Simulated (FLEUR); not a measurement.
Here is a FLEUR MaX-R8.1 (later development tree) calculation.

Contents of inp.xml:

```xml
<?xml version="1.0" encoding="UTF-8" standalone="no"?>
<fleurInput fleurInputVersion="0.39">
   <comment>
      HfB2                                                                                                
   </comment>
   <calculationSetup>
      <cutoffs Kmax="4.53" Gmax="14.0" GmaxXC="14.0" numbands="0"/>
      <scfLoop itmax="60" minDistance="0.00001" maxIterBroyd="15" imix="Anderson" alpha="0.05" precondParam="0.0" spinf="2.0" sdNocoIR="T"/>
      <coreElectrons ctail="T" frcor="F" kcrel="0" coretail_lmax="0"/>
      <xcFunctional name="vwn" relativisticCorrections="F"/>
      <magnetism jspins="1"/>
      <soc l_soc="F" theta="0.0" phi="0.0" spav="F"/>
      <expertModes spex="0" secvar="F"/>
      <geometryOptimization l_f="F" forcealpha="1.0" forcemix="BFGS" epsdisp="0.00001" epsforce="0.00001"/>
      <ldaU l_linMix="F" mixParam="0.05" spinf="1.0"/>
   </calculationSetup>
   <cell>
      <bzIntegration valenceElectrons="32.0" mode="hist" fermiSmearingEnergy="0.00183747">
         <kPointListSelection listName="default-1"/>
         <!-- k-points included here -->
         <xi:include xmlns:xi="http://www.w3.org/2001/XInclude" href="kpts.xml"> </xi:include>
      </bzIntegration>
      <!-- symmetry operations included here -->
      <xi:include xmlns:xi="http://www.w3.org/2001/XInclude" href="sym.xml"> </xi:include>
      <bulkLattice scale="1.0">
         <bravaisMatrix>
            <row-1>    5.9337400312439996     0.0000000000000000     0.0000000000000000</row-1>
            <row-2>   -2.9668700156219998     5.1387696065418380     0.0000000000000000</row-2>
            <row-3>    0.0000000000000000     0.0000000000000000     6.5762469136079993</row-3>
         </bravaisMatrix>
      </bulkLattice>
   </cell>
   <atomSpecies>
      <species name="Hafnium (Hf)" element="Hf" atomicNumber="72">
         <mtSphere radius="2.66" gridPoints="879" logIncrement="0.015"/>
         <atomicCutoffs lmax="10" lnonsphr="10"/>
         <electronConfig flipSpins="F">
            <coreConfig>(1s1/2) (2s1/2) (2p1/2) (2p3/2) (3s1/2) (3p1/2) (3p3/2) (4s1/2) (3d3/2) (3d5/2) (4p1/2) (4p3/2) (4d3/2) (4d5/2)</coreConfig>
            <valenceConfig>(5s1/2) (5p1/2) (5p3/2) (6s1/2) (4f5/2) (4f7/2) (5d3/2) (5d5/2)</valenceConfig>
            <stateOccupation state="(5d3/2)" spinUp="0.400000" spinDown="0.400000"/>
            <stateOccupation state="(5d5/2)" spinUp="0.600000" spinDown="0.600000"/>
         </electronConfig>
         <energyParameters s="6" p="6" d="5" f="4"/>
         <lo type="SCLO" l="0" n="5" eDeriv="0"/>
         <lo type="SCLO" l="1" n="5" eDeriv="0"/>
         <lo type="SCLO" l="2" n="5" eDeriv="2"/>
         <lo type="SCLO" l="3" n="4" eDeriv="2"/>
      </species>
      <species name="Boron (B)" element="B" atomicNumber="5">
         <mtSphere radius="1.59" gridPoints="527" logIncrement="0.019"/>
         <atomicCutoffs lmax="8" lnonsphr="8"/>
         <electronConfig flipSpins="F">
            <coreConfig>(1s1/2)</coreConfig>
            <valenceConfig>(2s1/2) (2p1/2) (2p3/2)</valenceConfig>
            <stateOccupation state="(2p1/2)" spinUp="0.166667" spinDown="0.166667"/>
            <stateOccupation state="(2p3/2)" spinUp="0.333333" spinDown="0.333333"/>
         </electronConfig>
         <energyParameters s="2" p="2" d="3" f="4"/>
         <lo type="SCLO" l="0" n="2" eDeriv="2"/>
         <lo type="SCLO" l="1" n="2" eDeriv="2"/>
         <lo type="SCLO" l="2" n="3" eDeriv="2"/>
      </species>
   </atomSpecies>
   <atomGroups>
      <atomGroup species="Hafnium (Hf)">
         <relPos label="                   1">.0000000000 .0000000000 .0000000000</relPos>
         <force calculate="T" relaxXYZ="TTT"/>
      </atomGroup>
      <atomGroup species="Boron (B)">
         <relPos label="                   2">-1.000/3.000 1.000/3.000 1.000/2.000</relPos>
         <relPos label="                   3">1.000/3.000 -1.000/3.000 1.000/2.000</relPos>
         <force calculate="T" relaxXYZ="TTT"/>
      </atomGroup>
   </atomGroups>
   <output dos="F" band="F" slice="F">
      <checks vchk="F" cdinf="F"/>
      <bandDOS minEnergy="-.5*Htr" maxEnergy="0.5*Htr" sigma="0.015" storeEVData="T"/>
      <vacuumDOS vacdos="F" integ="F" star="F" nstars="0" locx1="0.0" locy1="0.0" locx2="0.0" locy2="0.0" nstm="0" tworkf="0.0"/>
      <unfoldingBand unfoldBand="F" supercellX="1" supercellY="1" supercellZ="1"/>
      <plotting iplot="0" polar="F">
         <plot TwoD="T" vec1="  1.0  0.0  0.0" vec2="  0.0  1.0  0.0" vec3="  0.0  0.0  1.0" zero="  0.0  0.0  0.0" file="plot"/>
      </plotting>
      <chargeDensitySlicing numkpt="0" minEigenval="0.0" maxEigenval="0.0" nnne="0" pallst="F"/>
      <specialOutput eonly="F"/>
      <moessbauerParams electricFieldGradient="T" isomerShift="T" coreHyperfine="T" valenceHyperfine="T"/>
      <magneticCircularDichroism mcd="F" energyLo="-10.0" energyUp="0.0"/>
   </output>
  <!-- We include the file relax.xml here to enable relaxations (see documentation) -->
  <xi:include xmlns:xi="http://www.w3.org/2001/XInclude" href="relax.xml"> <xi:fallback/> </xi:include>
</fleurInput>
```

Contents of crystal.txt:

```
HfB2
&input cartesian=F /
3.1400000000  0.0000000000  0.0000000000
-1.5700000000  2.7193197679  0.0000000000
0.0000000000  0.0000000000  3.4800000000
1.8897261246
1.0 1.0 1.0

3
72 0.0000000000  0.0000000000  0.0000000000
5 0.6666666667  0.3333333333  0.5000000000
5 0.3333333333  0.6666666667  0.5000000000

&kpt div1=10 div2=10 div3=8 gamma=T /
```

The input inp.xml (bands):

```
<?xml version="1.0" encoding="UTF-8" standalone="no"?>
<fleurInput fleurInputVersion="0.39">
   <comment>
      HfB2                                                                                                
   </comment>
   <calculationSetup>
      <cutoffs Kmax="4.53" Gmax="14.0" GmaxXC="14.0" numbands="0"/>
      <scfLoop itmax="60" minDistance="0.00001" maxIterBroyd="15" imix="Anderson" alpha="0.05" precondParam="0.0" spinf="2.0" sdNocoIR="T"/>
      <coreElectrons ctail="T" frcor="F" kcrel="0" coretail_lmax="0"/>
      <xcFunctional name="vwn" relativisticCorrections="F"/>
      <magnetism jspins="1"/>
      <soc l_soc="F" theta="0.0" phi="0.0" spav="F"/>
      <expertModes spex="0" secvar="F"/>
      <geometryOptimization l_f="F" forcealpha="1.0" forcemix="BFGS" epsdisp="0.00001" epsforce="0.00001"/>
      <ldaU l_linMix="F" mixParam="0.05" spinf="1.0"/>
   </calculationSetup>
   <cell>
      <bzIntegration valenceElectrons="32.0" mode="hist" fermiSmearingEnergy="0.00183747">
         <kPointListSelection listName="path-1"/>
         <!-- k-points included here -->
         <xi:include xmlns:xi="http://www.w3.org/2001/XInclude" href="kpts.xml"> </xi:include>
      </bzIntegration>
      <!-- symmetry operations included here -->
      <xi:include xmlns:xi="http://www.w3.org/2001/XInclude" href="sym.xml"> </xi:include>
      <bulkLattice scale="1.0">
         <bravaisMatrix>
            <row-1>    5.9337400312439996     0.0000000000000000     0.0000000000000000</row-1>
            <row-2>   -2.9668700156219998     5.1387696065418380     0.0000000000000000</row-2>
            <row-3>    0.0000000000000000     0.0000000000000000     6.5762469136079993</row-3>
         </bravaisMatrix>
      </bulkLattice>
   </cell>
   <atomSpecies>
      <species name="Hafnium (Hf)" element="Hf" atomicNumber="72">
         <mtSphere radius="2.66" gridPoints="879" logIncrement="0.015"/>
         <atomicCutoffs lmax="10" lnonsphr="10"/>
         <electronConfig flipSpins="F">
            <coreConfig>(1s1/2) (2s1/2) (2p1/2) (2p3/2) (3s1/2) (3p1/2) (3p3/2) (4s1/2) (3d3/2) (3d5/2) (4p1/2) (4p3/2) (4d3/2) (4d5/2)</coreConfig>
            <valenceConfig>(5s1/2) (5p1/2) (5p3/2) (6s1/2) (4f5/2) (4f7/2) (5d3/2) (5d5/2)</valenceConfig>
            <stateOccupation state="(5d3/2)" spinUp="0.400000" spinDown="0.400000"/>
            <stateOccupation state="(5d5/2)" spinUp="0.600000" spinDown="0.600000"/>
         </electronConfig>
         <energyParameters s="6" p="6" d="5" f="4"/>
         <lo type="SCLO" l="0" n="5" eDeriv="0"/>
         <lo type="SCLO" l="1" n="5" eDeriv="0"/>
         <lo type="SCLO" l="2" n="5" eDeriv="2"/>
         <lo type="SCLO" l="3" n="4" eDeriv="2"/>
      </species>
      <species name="Boron (B)" element="B" atomicNumber="5">
         <mtSphere radius="1.59" gridPoints="527" logIncrement="0.019"/>
         <atomicCutoffs lmax="8" lnonsphr="8"/>
         <electronConfig flipSpins="F">
            <coreConfig>(1s1/2)</coreConfig>
            <valenceConfig>(2s1/2) (2p1/2) (2p3/2)</valenceConfig>
            <stateOccupation state="(2p1/2)" spinUp="0.166667" spinDown="0.166667"/>
            <stateOccupation state="(2p3/2)" spinUp="0.333333" spinDown="0.333333"/>
         </electronConfig>
         <energyParameters s="2" p="2" d="3" f="4"/>
         <lo type="SCLO" l="0" n="2" eDeriv="2"/>
         <lo type="SCLO" l="1" n="2" eDeriv="2"/>
         <lo type="SCLO" l="2" n="3" eDeriv="2"/>
      </species>
   </atomSpecies>
   <atomGroups>
      <atomGroup species="Hafnium (Hf)">
         <relPos label="                   1">.0000000000 .0000000000 .0000000000</relPos>
         <force calculate="T" relaxXYZ="TTT"/>
      </atomGroup>
      <atomGroup species="Boron (B)">
         <relPos label="                   2">-1.000/3.000 1.000/3.000 1.000/2.000</relPos>
         <relPos label="                   3">1.000/3.000 -1.000/3.000 1.000/2.000</relPos>
         <force calculate="T" relaxXYZ="TTT"/>
      </atomGroup>
   </atomGroups>
   <output dos="F" band="T" slice="F">
      <checks vchk="F" cdinf="F"/>
      <bandDOS minEnergy="-.5*Htr" maxEnergy="0.5*Htr" sigma="0.015" storeEVData="T"/>
      <vacuumDOS vacdos="F" integ="F" star="F" nstars="0" locx1="0.0" locy1="0.0" locx2="0.0" locy2="0.0" nstm="0" tworkf="0.0"/>
      <unfoldingBand unfoldBand="F" supercellX="1" supercellY="1" supercellZ="1"/>
      <plotting iplot="0" polar="F">
         <plot TwoD="T" vec1="  1.0  0.0  0.0" vec2="  0.0  1.0  0.0" vec3="  0.0  0.0  1.0" zero="  0.0  0.0  0.0" file="plot"/>
      </plotting>
      <chargeDensitySlicing numkpt="0" minEigenval="0.0" maxEigenval="0.0" nnne="0" pallst="F"/>
      <specialOutput eonly="F"/>
      <moessbauerParams electricFieldGradient="T" isomerShift="T" coreHyperfine="T" valenceHyperfine="T"/>
      <magneticCircularDichroism mcd="F" energyLo="-10.0" energyUp="0.0"/>
   </output>
  <!-- We include the file relax.xml here to enable relaxations (see documentation) -->
  <xi:include xmlns:xi="http://www.w3.org/2001/XInclude" href="relax.xml"> <xi:fallback/> </xi:include>
</fleurInput>
```

Potentials or basis: all-electron, FLAPW.

Command:

```bash
$ inpgen -f crystal.txt -profile fastHighL
$ # inp.xml edited to the form shown
$ fleur_MPI
$ fleur_MPI   # second run, on inp.xml (bands)
```

(1) What does it give for the band gap along the path?

Answers

(1) none (metal or under the smearing width).

Caveat: spin-orbit coupling is left out, which moves the levels of the heavy elements.
